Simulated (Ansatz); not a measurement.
Two G0W0 runs on K2IBr (ordered model alloy, started on the KBr lattice) (Imma).

```cif
data_structure
_symmetry_space_group_name_H-M 'P 1'
_symmetry_Int_Tables_number 1
_cell_length_a 9.3462
_cell_length_b 9.3462
_cell_length_c 9.3421
_cell_angle_alpha 60.014
_cell_angle_beta 60.014
_cell_angle_gamma 60.026
_cell_volume 577.27
loop_
_atom_site_label
_atom_site_type_symbol
_atom_site_fract_x
_atom_site_fract_y
_atom_site_fract_z
_atom_site_occupancy
K1 K 0.98708 0.01292 0.00000 1
K2 K 0.98813 0.01187 0.50000 1
K3 K 0.99375 0.49375 0.00625 1
K4 K 0.99375 0.49375 0.50625 1
K5 K 0.50625 0.00625 0.99375 1
K6 K 0.50625 0.00625 0.49375 1
K7 K 0.51187 0.48813 0.00000 1
K8 K 0.51292 0.48708 0.50000 1
Br9 Br 0.25000 0.25000 0.25000 1
I10 I 0.25000 0.25000 0.75000 1
I11 I 0.25000 0.75000 0.25000 1
I12 I 0.25000 0.75000 0.75000 1
Br13 Br 0.75000 0.25000 0.25000 1
Br14 Br 0.75000 0.25000 0.75000 1
I15 I 0.75000 0.75000 0.25000 1
Br16 Br 0.75000 0.75000 0.75000 1
```

The structure was relaxed with LDA. The runs that relaxed it are not among those shown. Spin-orbit coupling is left out unless a run names it.

The first (Ansatz 0.2.0; start LDA, 2×2×2 mesh, 1027 empty bands, screening to 85 eV, PAW set soft_1 files; 4 threads of Arm Neoverse V1, shared host) gave, on its mesh: starting gap 3.81 eV, G0W0 gap 6.06 eV, RPA ε∞ (mean) 2.80, 14 min.

The second gave: starting gap 3.81 eV, G0W0 gap 5.74 eV, RPA ε∞ (mean) 2.85, 97 s.

**Question.** What was changed in the input? Choose among start, files, mesh, bands and cutoff, frequency model or another key.

Changed: empty bands from 1027 to 259 and screening cutoff (eV) from 85.0 to 34. The starting gap stayed, which rules out the functional and points to the GW step. Other changes could give like numbers; this is the one that was made.

Limits: not at the basis limit; no spin-orbit coupling.

[Paths, hosts, dates, memory and timing lines, banners, echoed tables and standing remarks are left out of the program output.]

[Logs are printed without paths, hosts, clocks, repeated set-up lines and the standing remarks that a program may print on its own settings, such as how far it seeks lower states.]

[Runs of the session that timed out or met a known fault of the program may be left out.]

[Cells called generated may have been cut or substituted from an entry of the Crystallography Open Database or the Materials Project.]

[Hosts, paths, dates, database ids (printed as entryN), source tags and the programs' standing remarks are cut or masked in the printed files.]
